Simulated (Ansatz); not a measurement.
This is a one-shot G0W0 calculation with Ansatz on a 2-atom cell of AlP started from a crystallographic database; the level of theory is G0W0@PBE0 with 225 empty bands, a screening cutoff of 180 eV and a 6×6×6 mesh. Cell and atoms come from a relaxation with r2SCAN.

The input:
```yaml
crystal:
  lattice:
    - [0.0, 2.7392607921, 2.7392607921]
    - [2.7392607921, 0.0, 2.7392607921]
    - [2.7392607921, 2.7392607921, 0.0]
  atoms:
    - { symbol: Al, position: [0.0, 0.0, 0.0] }
    - { symbol: P, position: [0.25, 0.25, 0.25] }
kpoints:
  mp_grid: { grid: [6, 6, 6] }
hamiltonian:
  xc: pbe0
scf:
  occupations: { method: fixed }
gw:
  n_empty_bands: 225
  ecut_chi: 180
  qp_bands: [v2, c2]
  qp_kpoints: band_edges
  screening: { model: contour_deformation }
```

It took 23 s on 1 × NVIDIA H100 80GB HBM3 with 2 threads of AMD EPYC 7R13 Processor (Zen 3), with other jobs on the host, load about 1.1 per core; peak host memory 1.5 GiB.

The output, standing remarks left out:
```
Functional definition: PBE0
Crystal: 2 atoms, lattice volume = 41.108 Å³
Basis set: ecut = 420 eV, 821 PW (Γ)
Bands: 8, of which v1, the nominal top of the filled ones, is band 4 counted from 1 (3 counted from 0)
Symmetry: 24 space group operations
Space group: F-43m (ITA 216)
k-points: 16 of 216 (time reversal used)
Exchange kernel: α = 0.2500, full range, Wigner–Seitz truncation, v(0) = 14865.1078 eV·Å³, q-mesh 6×6×6
hybrid outer 1: dexx = +4.108e-3 eV, tail = 2.69e-6 eV
hybrid outer 2: dexx = +1.105e-7 eV, tail = 4.65e-8 eV, Δε = 1.17e-3 eV
hybrid SCF converged: 2 outer / 8 inner (+2 warm-up)
Free energy (F): -1295.788386 eV
Fermi energy:    4.122046 eV
--- G₀W₀: contour deformation, 6 samples at zero and on the imaginary axis and 2 off it, 216 q-points, 225 empty bands' worth ---
    ik  band        ε_KS         Σx   Σc(E_QP)       V_xc       Z   E_QP_lin       E_QP  E_QP is
     0     3      4.1220   -15.8712     1.0970   -14.5855  0.7990     3.9331     3.9334  root
     0     4      4.1220   -15.8712     1.0970   -14.5855  0.7990     3.9331     3.9334  root
     0     5      8.9546    -8.3127    -4.0270   -12.1382  0.8104     8.7534     8.7530  root
     0     6     10.3232    -6.2190    -4.1085   -10.1482  0.8048    10.1443    10.1439  root
     1     3      3.8606   -15.8139     1.1582   -14.4748  0.7978     3.6795     3.6798  root
     1     4      3.8606   -15.8139     1.1582   -14.4748  0.7978     3.6795     3.6798  root
     1     5      9.3078    -7.2766    -3.9859   -11.0728  0.8102     9.1184     9.1180  root
     1     6     10.7910    -6.1700    -4.2313   -10.2024  0.8007    10.5925    10.5921  root
     2     3      3.4482   -15.8383     1.2837   -14.3830  0.7954     3.2763     3.2766  root
     2     4      3.4482   -15.8383     1.2837   -14.3830  0.7954     3.2763     3.2766  root
     2     5      8.6922    -7.1715    -3.8322   -10.8182  0.8140     8.5069     8.5066  root
     2     6     10.8324    -5.5662    -4.2238    -9.5710  0.8030    10.6139    10.6134  root
     3     3      3.2808   -15.8782     1.3402   -14.3679  0.7943     3.1105     3.1108  root
     3     4      3.2808   -15.8782     1.3402   -14.3679  0.7943     3.1105     3.1108  root
     3     5      8.4371    -7.2462    -3.7772   -10.8389  0.8152     8.2528     8.2525  root
     3     6     10.5814    -5.3486    -4.1571    -9.2851  0.8061    10.3613    10.3609  root
     4     3      3.3146   -15.5951     1.2914   -14.1374  0.7952     3.1481     3.1484  root
     4     4      3.3146   -15.5951     1.2914   -14.1374  0.7952     3.1481     3.1484  root
     4     5      9.2624    -6.0317    -3.8787    -9.7082  0.8125     9.0605     9.0601  root
     4     6     10.4197    -7.5228    -4.2182   -11.5047  0.8018    10.1840    10.1835  root
     6     3      1.9526   -15.4326     1.6361   -13.6768  0.7860     1.8327     1.8329  root
     6     4      2.8079   -15.7010     1.4579   -14.0845  0.7917     2.6491     2.6494  root
     6     5      8.9625    -6.0458    -3.8480    -9.6669  0.8143     8.7360     8.7356  root
     6     6     10.8356    -6.3421    -4.2025   -10.2780  0.8019    10.5697    10.5690  root
     8     3      2.3667   -15.2477     1.5123   -13.6016  0.7898     2.2327     2.2329  root
     8     4      3.7877   -15.9084     1.1845   -14.5435  0.7971     3.6071     3.6074  root
     8     5     10.1075    -7.1063    -4.1677   -11.0971  0.8039     9.9309     9.9305  root
     8     6     10.7536    -6.3896    -4.1190   -10.2181  0.8035    10.4640    10.4632  root
     9     3      2.2218   -15.5868     1.6316   -13.8099  0.7875     2.0764     2.0766  root
     9     4      2.2218   -15.5868     1.6316   -13.8099  0.7875     2.0764     2.0766  root
     9     5      7.7756    -5.5488    -3.6086    -8.9180  0.8203     7.5366     7.5362  root
     9     6      8.8204    -5.5979    -3.7952    -9.1678  0.8173     8.5955     8.5951  root
    12     3      1.8050   -15.6338     1.7667   -13.7273  0.7840     1.6650     1.6653  root
    12     4      1.8050   -15.6338     1.7667   -13.7273  0.7840     1.6650     1.6653  root
    12     5      7.0861    -5.1497    -3.5007    -8.3866  0.8236     6.8228     6.8224  root
    12     6      8.0565    -5.9770    -3.6169    -9.3933  0.8201     7.8562     7.8558  root
```

The points are ik 0 = (0, 0, 0) (Γ), ik 1 = (0, 0, 1/6), ik 2 = (0, 0, 1/3), ik 3 = (0, 0, -1/2), ik 4 = (0, 1/6, 1/6), ik 6 = (0, 1/6, -1/2), ik 8 = (0, 1/6, -1/6), ik 9 = (0, 1/3, 1/3), ik 12 = (0, -1/2, -1/2); band 4 is the last filled one.

Over the mesh points the PBE0 gap of 2.96 eV becomes a quasiparticle gap of 2.89 eV (Γ to k = (0, -1/2, -1/2)), a change of -0.07 eV. Renormalisation factors Z lie between 0.78 and 0.82. G0W0 values are finite-basis, finite-mesh values.

(Simulation; spin polarisation is off.)
